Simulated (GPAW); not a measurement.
The system is KF (Carobbiite).

```xyz
2
Lattice="0.0000 2.6719 2.6719 2.6719 0.0000 2.6719 2.6719 2.6719 0.0000" Properties=species:S:1:pos:R:3 pbc="T T T"
K     0.0000    0.0000    0.0000
F     2.6719    2.6719    2.6719
```

```yaml
Program: GPAW 26.7.0
Task: relaxation of cell and atoms
Functional: PBEsol
Dispersion: D3(BJ)
Potentials_or_basis: PAW data sets generated in the run's folder for this functional
Cutoff: 800 eV
Basis: pw
k_mesh: 9 × 9 × 9
Occupations: fermi-dirac, width 0.05 eV
Spin: no spin polarisation
```

At the start: pressure -2.9 GPa; volume 19.07 Å³/atom.

Question: How do energy, volume and symmetry change on relaxing?

Answer: Over 4 steps the energy falls by 7.2 meV/atom and the volume is 17.51 Å³/atom (-8.2 %); space group Fm-3m (No. 225, to 0.05 Å).

Step by step:
| step | energy change (eV) | largest force (eV/Å) | pressure (GPa) | volume (Å³) |
| --- | --- | --- | --- | --- |
| 1 | 0.0000 | 0.0000 | -2.90 | 38.15 |
| 2 | -0.0033 | 0.0000 | -2.70 | 37.87 |
| 3 | -0.0111 | 0.0000 | 0.49 | 34.57 |
| 4 | -0.0144 | 0.0000 | -0.06 | 35.02 |

Final structure:
```
K F
1.0
     0.00000    2.59669    2.59669
     2.59669    0.00000    2.59669
     2.59669    2.59669    0.00000
K F
1 1
Cartesian
  0.0000 0.0000 0.0000
  2.5967 2.5967 2.5967
```

Caveat: later steps reuse the first step's grids.
